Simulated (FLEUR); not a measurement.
# Ag (Fm-3m) in FLEUR: further runs

Runs on Ag. Level: PBEsol. Tasks: band structure, equation of state.

Everything below comes from runs of FLEUR MaX-R8.1 (later development tree). Logs are shortened: lines on timing, memory, paths and dates and some standing lists are left out, and cuts for length are marked.

**1. Starting point**

The structure is cubic, space group Fm-3m (No. 225). Conventional cell: a = 4.085 Å, b = 4.085 Å, c = 4.085 Å, α = 90.00°, β = 90.00°, γ = 90.00°. Around Ag (site symmetry m-3m) lie 12 Ag at 2.89 Å.

**2. Band structure, PBEsol**

inp.xml

```xml
<?xml version="1.0" encoding="UTF-8" standalone="no"?>
<fleurInput fleurInputVersion="0.39">
   <comment>
      Ag                                                                                                  
   </comment>
   <calculationSetup>
      <cutoffs Kmax="4.1" Gmax="12.7" GmaxXC="12.7" numbands="0"/>
      <scfLoop itmax="60" minDistance="0.00001" maxIterBroyd="15" imix="Anderson" alpha="0.05" precondParam="0.0" spinf="2.0" sdNocoIR="T"/>
      <coreElectrons ctail="T" frcor="F" kcrel="0" coretail_lmax="0"/>
      <xcFunctional name="PBEs" relativisticCorrections="F"/>
      <magnetism jspins="1"/>
      <soc l_soc="F" theta="0.0" phi="0.0" spav="F"/>
      <expertModes spex="0" secvar="F"/>
      <geometryOptimization l_f="F" forcealpha="1.0" forcemix="BFGS" epsdisp="0.00001" epsforce="0.00001"/>
      <ldaU l_linMix="F" mixParam="0.05" spinf="1.0"/>
   </calculationSetup>
   <cell>
      <bzIntegration valenceElectrons="19.0" mode="hist" fermiSmearingEnergy="0.00183747">
         <kPointListSelection listName="default-1"/>
         <!-- k-points included here -->
         <xi:include xmlns:xi="http://www.w3.org/2001/XInclude" href="kpts.xml"> </xi:include>
      </bzIntegration>
      <!-- symmetry operations included here -->
      <xi:include xmlns:xi="http://www.w3.org/2001/XInclude" href="sym.xml"> </xi:include>
      <bulkLattice scale="1.0">
         <bravaisMatrix>
            <row-1>    0.0000000000000000     3.8602380410266495     3.8602380410266495</row-1>
            <row-2>    3.8602380410266495     0.0000000000000000     3.8602380410266495</row-2>
            <row-3>    3.8602380410266495     3.8602380410266495     0.0000000000000000</row-3>
         </bravaisMatrix>
      </bulkLattice>
   </cell>
   <atomSpecies>
      <species name="Silver (Ag)" element="Ag" atomicNumber="47">
         <mtSphere radius="2.53" gridPoints="837" logIncrement="0.015"/>
         <atomicCutoffs lmax="10" lnonsphr="8"/>
         <electronConfig flipSpins="F">
            <coreConfig>(1s1/2) (2s1/2) (2p1/2) (2p3/2) (3s1/2) (3p1/2) (3p3/2) (3d3/2) (3d5/2)</coreConfig>
            <valenceConfig>(4s1/2) (4p1/2) (4p3/2) (5s1/2) (4d3/2) (4d5/2)</valenceConfig>
            <stateOccupation state="(5s1/2)" spinUp="0.500000" spinDown="0.500000"/>
         </electronConfig>
         <energyParameters s="5" p="5" d="4" f="4"/>
         <lo type="SCLO" l="0" n="4" eDeriv="0"/>
         <lo type="SCLO" l="1" n="4" eDeriv="0"/>
         <lo type="SCLO" l="1" n="4" eDeriv="1"/>
         <lo type="SCLO" l="2" n="4" eDeriv="2"/>
         <lo type="SCLO" l="3" n="4" eDeriv="2"/>
      </species>
   </atomSpecies>
   <atomGroups>
      <atomGroup species="Silver (Ag)">
         <relPos label="                   1">.0000000000 .0000000000 .0000000000</relPos>
         <force calculate="T" relaxXYZ="TTT"/>
      </atomGroup>
   </atomGroups>
   <output dos="F" band="F" slice="F">
      <checks vchk="F" cdinf="F"/>
      <bandDOS minEnergy="-.5*Htr" maxEnergy="0.5*Htr" sigma="0.015" storeEVData="T"/>
      <vacuumDOS vacdos="F" integ="F" star="F" nstars="0" locx1="0.0" locy1="0.0" locx2="0.0" locy2="0.0" nstm="0" tworkf="0.0"/>
      <unfoldingBand unfoldBand="F" supercellX="1" supercellY="1" supercellZ="1"/>
      <plotting iplot="0" polar="F">
         <plot TwoD="T" vec1="  1.0  0.0  0.0" vec2="  0.0  1.0  0.0" vec3="  0.0  0.0  1.0" zero="  0.0  0.0  0.0" file="plot"/>
      </plotting>
      <chargeDensitySlicing numkpt="0" minEigenval="0.0" maxEigenval="0.0" nnne="0" pallst="F"/>
      <specialOutput eonly="F"/>
      <moessbauerParams electricFieldGradient="T" isomerShift="T" coreHyperfine="T" valenceHyperfine="T"/>
      <magneticCircularDichroism mcd="F" energyLo="-10.0" energyUp="0.0"/>
   </output>
  <!-- We include the file relax.xml here to enable relaxations (see documentation) -->
  <xi:include xmlns:xi="http://www.w3.org/2001/XInclude" href="relax.xml"> <xi:fallback/> </xi:include>
</fleurInput>
```

crystal.txt

```
Ag
&input cartesian=F /
0.0000000000  2.0427500000  2.0427500000
2.0427500000  0.0000000000  2.0427500000
2.0427500000  2.0427500000  0.0000000000
1.8897261246
1.0 1.0 1.0

1
47 0.0000000000  0.0000000000  0.0000000000

&kpt div1=11 div2=11 div3=11 gamma=T /
```

inp.xml (bands)

```
<?xml version="1.0" encoding="UTF-8" standalone="no"?>
<fleurInput fleurInputVersion="0.39">
   <comment>
      Ag                                                                                                  
   </comment>
   <calculationSetup>
      <cutoffs Kmax="4.1" Gmax="12.7" GmaxXC="12.7" numbands="0"/>
      <scfLoop itmax="60" minDistance="0.00001" maxIterBroyd="15" imix="Anderson" alpha="0.05" precondParam="0.0" spinf="2.0" sdNocoIR="T"/>
      <coreElectrons ctail="T" frcor="F" kcrel="0" coretail_lmax="0"/>
      <xcFunctional name="PBEs" relativisticCorrections="F"/>
      <magnetism jspins="1"/>
      <soc l_soc="F" theta="0.0" phi="0.0" spav="F"/>
      <expertModes spex="0" secvar="F"/>
      <geometryOptimization l_f="F" forcealpha="1.0" forcemix="BFGS" epsdisp="0.00001" epsforce="0.00001"/>
      <ldaU l_linMix="F" mixParam="0.05" spinf="1.0"/>
   </calculationSetup>
   <cell>
      <bzIntegration valenceElectrons="19.0" mode="hist" fermiSmearingEnergy="0.00183747">
         <kPointListSelection listName="path-1"/>
         <!-- k-points included here -->
         <xi:include xmlns:xi="http://www.w3.org/2001/XInclude" href="kpts.xml"> </xi:include>
      </bzIntegration>
      <!-- symmetry operations included here -->
      <xi:include xmlns:xi="http://www.w3.org/2001/XInclude" href="sym.xml"> </xi:include>
      <bulkLattice scale="1.0">
         <bravaisMatrix>
            <row-1>    0.0000000000000000     3.8602380410266495     3.8602380410266495</row-1>
            <row-2>    3.8602380410266495     0.0000000000000000     3.8602380410266495</row-2>
            <row-3>    3.8602380410266495     3.8602380410266495     0.0000000000000000</row-3>
         </bravaisMatrix>
      </bulkLattice>
   </cell>
   <atomSpecies>
      <species name="Silver (Ag)" element="Ag" atomicNumber="47">
         <mtSphere radius="2.53" gridPoints="837" logIncrement="0.015"/>
         <atomicCutoffs lmax="10" lnonsphr="8"/>
         <electronConfig flipSpins="F">
            <coreConfig>(1s1/2) (2s1/2) (2p1/2) (2p3/2) (3s1/2) (3p1/2) (3p3/2) (3d3/2) (3d5/2)</coreConfig>
            <valenceConfig>(4s1/2) (4p1/2) (4p3/2) (5s1/2) (4d3/2) (4d5/2)</valenceConfig>
            <stateOccupation state="(5s1/2)" spinUp="0.500000" spinDown="0.500000"/>
         </electronConfig>
         <energyParameters s="5" p="5" d="4" f="4"/>
         <lo type="SCLO" l="0" n="4" eDeriv="0"/>
         <lo type="SCLO" l="1" n="4" eDeriv="0"/>
         <lo type="SCLO" l="1" n="4" eDeriv="1"/>
         <lo type="SCLO" l="2" n="4" eDeriv="2"/>
         <lo type="SCLO" l="3" n="4" eDeriv="2"/>
      </species>
   </atomSpecies>
   <atomGroups>
      <atomGroup species="Silver (Ag)">
         <relPos label="                   1">.0000000000 .0000000000 .0000000000</relPos>
         <force calculate="T" relaxXYZ="TTT"/>
      </atomGroup>
   </atomGroups>
   <output dos="F" band="T" slice="F">
      <checks vchk="F" cdinf="F"/>
      <bandDOS minEnergy="-.5*Htr" maxEnergy="0.5*Htr" sigma="0.015" storeEVData="T"/>
      <vacuumDOS vacdos="F" integ="F" star="F" nstars="0" locx1="0.0" locy1="0.0" locx2="0.0" locy2="0.0" nstm="0" tworkf="0.0"/>
      <unfoldingBand unfoldBand="F" supercellX="1" supercellY="1" supercellZ="1"/>
      <plotting iplot="0" polar="F">
         <plot TwoD="T" vec1="  1.0  0.0  0.0" vec2="  0.0  1.0  0.0" vec3="  0.0  0.0  1.0" zero="  0.0  0.0  0.0" file="plot"/>
      </plotting>
      <chargeDensitySlicing numkpt="0" minEigenval="0.0" maxEigenval="0.0" nnne="0" pallst="F"/>
      <specialOutput eonly="F"/>
      <moessbauerParams electricFieldGradient="T" isomerShift="T" coreHyperfine="T" valenceHyperfine="T"/>
      <magneticCircularDichroism mcd="F" energyLo="-10.0" energyUp="0.0"/>
   </output>
  <!-- We include the file relax.xml here to enable relaxations (see documentation) -->
  <xi:include xmlns:xi="http://www.w3.org/2001/XInclude" href="relax.xml"> <xi:fallback/> </xi:include>
</fleurInput>
```

Potentials or basis: all-electron, FLAPW.

The run is started by

```console
> inpgen -f crystal.txt -profile fastHighL
> # inp.xml edited to the form shown
> fleur_MPI
> fleur_MPI   # second run, on inp.xml (bands)
```

Output:

```text
Welcome to FLEUR        (www.flapw.de)
      MaX-Release 8.1          (www.max-centre.eu)

 ========== k-point set info ==========
 Selected k-point list: default-1
 k-point list type: mesh
 11 x 11 x 11
 Number of k points: 56

 ------------Calculation Setup---------------------------
 Number of MPI-tasks      :            1
 Number of PE/node        :            1
 Number of OMP-threads    :            1
 Most efficient MPI parallelization for:
           1           2           4           7           8          14          28          56
 Additional eigenvalue parallelization possible
 Number of basis functions:          179
 Approximate size of matrices (H+S) per k-point:         0.000 GB
 --------------------------------------------------------
 Iteration:     1   Distance:      11.95174779 me/bohr^3
 Iteration:     2   Distance:      10.16979973 me/bohr^3
 Iteration:     3   Distance:       3.84913795 me/bohr^3
 Iteration:     4   Distance:       2.52229019 me/bohr^3
 Iteration:     5   Distance:       1.42993463 me/bohr^3
 Iteration:     6   Distance:       0.20726063 me/bohr^3
 Iteration:     7   Distance:       0.12042082 me/bohr^3
 Iteration:     8   Distance:       0.00369392 me/bohr^3
 Iteration:     9   Distance:       0.00283325 me/bohr^3
 Iteration:    10   Distance:       0.00043937 me/bohr^3
 Iteration:    11   Distance:       0.00001133 me/bohr^3
 Iteration:    12   Distance:       0.00001080 me/bohr^3
 Iteration:    13   Distance:       0.00000014 me/bohr^3

 ********************************************************************
 Run finished successfully
 Stop message:
   all done
 ********************************************************************
```

output (bands):

```text
Welcome to FLEUR        (www.flapw.de)
      MaX-Release 8.1          (www.max-centre.eu)

 ========== k-point set info ==========
 Selected k-point list: path-1
 k-point list type: path
 Number of k points: 60

 ------------Calculation Setup---------------------------
 Number of MPI-tasks      :            1
 Number of PE/node        :            1
 Number of OMP-threads    :            1
 Most efficient MPI parallelization for:
           1           2           3           4           5           6          10          12          15          20          30          60
 Additional eigenvalue parallelization possible
 Number of basis functions:          179
 Approximate size of matrices (H+S) per k-point:         0.000 GB
 --------------------------------------------------------
 Fermi energy correction for insulators:
 No automatic correction of the Fermi energy has been performed.

 Note: Band structure data (together with different weights) is also stored in the banddos.hdf file.
       A convenient way of extracting and plotting the data from that file is by making use of the

 ********************************************************************
 Run finished successfully
 Stop message:
   Charge density postprocessing done.
 ********************************************************************
```

out.xml (last iteration):

```text
<iteration numberForCurrentRun="   13" overallNumber="   13">
         <energyParameters units="Htr">
            <atomicEP atomType="1" spin="1" branch="5s" branchLowest="-3.05" branchHighest="1.48" value="0.2236006867"/>
            <atomicEP atomType="1" spin="1" branch="5p" branchLowest="-1.69" branchHighest="2.13" value="0.3709620668"/>
            <atomicEP atomType="1" spin="1" branch="4d" branchLowest="-12.73" branchHighest="0.30" value="0.1724565409"/>
            <atomicEP atomType="1" spin="1" branch="4f" branchLowest="-9.99" branchHighest="2.28" value="0.6773716341"/>
            <loAtomicEP atomType="1" spin="1" branch="4s" branchLowest="-24.65" branchHighest="-3.05" value="-3.0505591979"/>
            <loAtomicEP atomType="1" spin="1" branch="4p" branchLowest="-20.03" branchHighest="-1.69" value="-1.7141314735"/>
            <loAtomicEP atomType="1" spin="1" branch="4p" branchLowest="-20.03" branchHighest="-1.69" value="-1.7141314735"/>
            <loAtomicEP atomType="1" spin="1" branch="4d" branchLowest="-12.73" branchHighest="0.30" value="0.1657853662"/>
            <loAtomicEP atomType="1" spin="1" branch="4f" branchLowest="-9.99" branchHighest="2.28" value="0.6773731395"/>
         </energyParameters>
         <eigenvalues>
            <eigenvaluesAt spin="1" ikpt="1" k_x="0.00000000" k_y="0.00000000" k_z="0.00000000">
                      -3.0511959933       -1.7063304694       -1.7063304694       -1.7063304694        0.0362210921
                       0.1496885548        0.1496885548        0.1496885548        0.1883414261        0.1883414261
                       0.9061609693        1.0377103256        1.0377103256        1.0377103256        1.2227711709
            </eigenvaluesAt>
            <eigenvaluesAt spin="1" ikpt="2" k_x="0.00000000" k_y="0.00000000" k_z="0.09090909">
                      -3.0511455065       -1.7068141934       -1.7064036177       -1.7064036177        0.0456321805
                       0.1476109622        0.1522282719        0.1522282719        0.1874385574        0.1874385574
                       0.9054586689        0.9739608516        1.0419116497        1.0419116497        1.2023300424
            </eigenvaluesAt>
            <eigenvaluesAt spin="1" ikpt="3" k_x="0.00000000" k_y="0.00000000" k_z="0.18181818">
                      -3.0510102047       -1.7081115722       -1.7065996207       -1.7065996207        0.0703130729
                       0.1459922980        0.1567971003        0.1567971003        0.1877573017        0.1877573017
                       0.8269295310        0.9385184112        1.0480949694        1.0480949694        1.1567913893
            </eigenvaluesAt>
            <eigenvaluesAt spin="1" ikpt="4" k_x="0.00000000" k_y="0.00000000" k_z="0.27272727">
[... 21 lines left out ...]
            <state n="3" l="1" j="0.5" energy="-20.8123311116" weight="1.0000000000"/>
            <state n="3" l="1" j="1.5" energy="-19.6760329665" weight="2.0000000000"/>
            <state n="3" l="2" j="1.5" energy="-12.8689312819" weight="2.0000000000"/>
            <state n="3" l="2" j="2.5" energy="-12.6399897980" weight="3.0000000000"/>
         </coreStates>
         <allElectronCharges>
            <spinDependentCharge spin="1" total="47.0000000" interstitial="1.1750203" mtSpheres="45.8249797"/>
            <totalCharge value="46.9999999995"/>
         </allElectronCharges>
         <moessbauerParams unitsHFF="kG" unitsIS="e/bohr^3" unitsEFG="Htr/bohr^2">
            <coreIsomerShift atomType="1" isTotal="147224.52619">
               <shell n="1" l="0" isomerShift="129266.71768"/>
               <shell n="2" l="0" isomerShift="14793.46562"/>
               <shell n="2" l="1" isomerShift="309.35003"/>
               <shell n="3" l="0" isomerShift="2792.38496"/>
               <shell n="3" l="1" isomerShift="62.60789"/>
               <shell n="3" l="2" isomerShift="0.00001"/>
            </coreIsomerShift>
            <isomerShift atomType="1" nucleusRadius="0.0001124" averageDensity="147774.75852"/>
            <electricFieldGradient atomType="1" VXX="0.00000" VYY="0.00000" VZZ="0.00000" asymParam="0.00000">
            </electricFieldGradient>
         </moessbauerParams>
         <totalEnergy                                    value="    -5314.7966932544" units="Htr">
            <sumOfEigenvalues                            value="    -3178.1345043502">
               <coreElectrons value="-3163.6120793745"/>
               <valenceElectrons value="-14.5224249757"/>
            </sumOfEigenvalues>
            <densityCoulombPotentialIntegral value="-8545.9791186310"/>
            <densityEffectivePotentialIntegral value="-8739.1258228470"/>
            <chargeDenXCDenIntegral value="-146.9461418832"/>
            <FockExchangeEnergyValence value="0.0000000000"/>
            <FockExchangeEnergyCore value="0.0000000000"/>
            <atomTypeDependentContributions atomType="1">
               <electronNucleiInteractionDifferentMTs value="6436.8220850901"/>
               <MadelungTerm value="-19.0302254625"/>
            </atomTypeDependentContributions>
            <tkbTimesEntropy value="0.0000951302"/>
            <freeEnergy value="-5314.7967883846"/>
            <extrapolationTo0K value="-5314.7967408195"/>
         </totalEnergy>
         <densityConvergence units="me/bohr^3">
            <chargeDensity spin="1" distance="0.0000001448"/>
         </densityConvergence>
      </iteration>
```

It took 13 s on 1 thread of Arm Neoverse V1, shared host; peak memory 0.06 GiB.

Results:

```
Free energy                                           : -144622.9882 eV
Band gap along the path                               : none (metal or under the smearing width)
Valence electrons inside the program's atomic spheres : Ag 17.82 (radii Ag 2.53 bohr)
```

Levels at the corners of the path, in eV from the Fermi level:
| point | band 7 | band 8 | band 9 | band 10 | band 11 | band 12 |
| --- | --- | --- | --- | --- | --- | --- |
| Γ | -4.96 | -4.96 | -3.91 | -3.91 | 15.62 | 19.20 |
| X | -3.14 | -2.90 | -2.90 | 1.32 | 6.51 | 10.37 |
| W | -5.25 | -3.91 | -2.90 | 5.71 | 5.71 | 6.73 |
| K | -4.25 | -3.69 | -3.19 | 4.04 | 5.00 | 6.91 |
| Γ | -4.96 | -4.96 | -3.91 | -3.91 | 15.62 | 19.20 |
| L | -4.98 | -3.11 | -3.11 | -0.68 | 3.38 | 14.89 |
| U | -4.25 | -3.69 | -3.19 | 4.04 | 5.00 | 6.91 |
| W | -5.25 | -3.91 | -2.90 | 5.71 | 5.71 | 6.73 |
| L | -4.98 | -3.11 | -3.11 | -0.68 | 3.38 | 14.89 |
| K | -4.25 | -3.69 | -3.19 | 4.04 | 5.00 | 6.91 |
| U | -4.25 | -3.69 | -3.19 | 4.04 | 5.00 | 6.91 |
| X | -3.14 | -2.90 | -2.90 | 1.32 | 6.51 | 10.37 |

Core levels (eV from the Fermi level):
```
atom                                                                                                                             levels
1 Ag  1s1/2 -25299.0, 2s1/2 -3722.0, 2p1/2 -3459.2, 2p3/2 -3284.0, 3s1/2 -679.9, 3p1/2 -575.4, 3p3/2 -544.4, 3d3/2 -359.2, 3d5/2 -353.0
```

**3. Equation of state, PBEsol, 16.03 Å³/atom (volume scaled by 0.94)**

Changes to inp.xml since step 2:

```diff
@@ -24,3 +24,3 @@
       <xi:include xmlns:xi="http://www.w3.org/2001/XInclude" href="sym.xml"> </xi:include>
-      <bulkLattice scale="1.0">
+      <bulkLattice scale="0.9795861087">
          <bravaisMatrix>
@@ -34,3 +34,3 @@
       <species name="Silver (Ag)" element="Ag" atomicNumber="47">
-         <mtSphere radius="2.53" gridPoints="837" logIncrement="0.015"/>
+         <mtSphere radius="2.48" gridPoints="837" logIncrement="0.015"/>
          <atomicCutoffs lmax="10" lnonsphr="8"/>
```

Potentials or basis: all-electron, FLAPW.

The run is started by

```console
> inpgen -f crystal.txt -profile fastHighL
> # inp.xml edited to the form shown
> fleur_MPI
```

It took 9.7 s on 1 thread of Arm Neoverse V1, shared host; peak memory 0.08 GiB.

The run converged. Its results:

```yaml
Free_energy: -144622.9824 eV
Band_gap_on_the_k_mesh: none (metal or under the smearing width)
Valence_electrons_inside_the_program's_atomic_spheres: Ag 17.77 (radii Ag 2.48 bohr)
```

(Continued in part 2 of 2.)
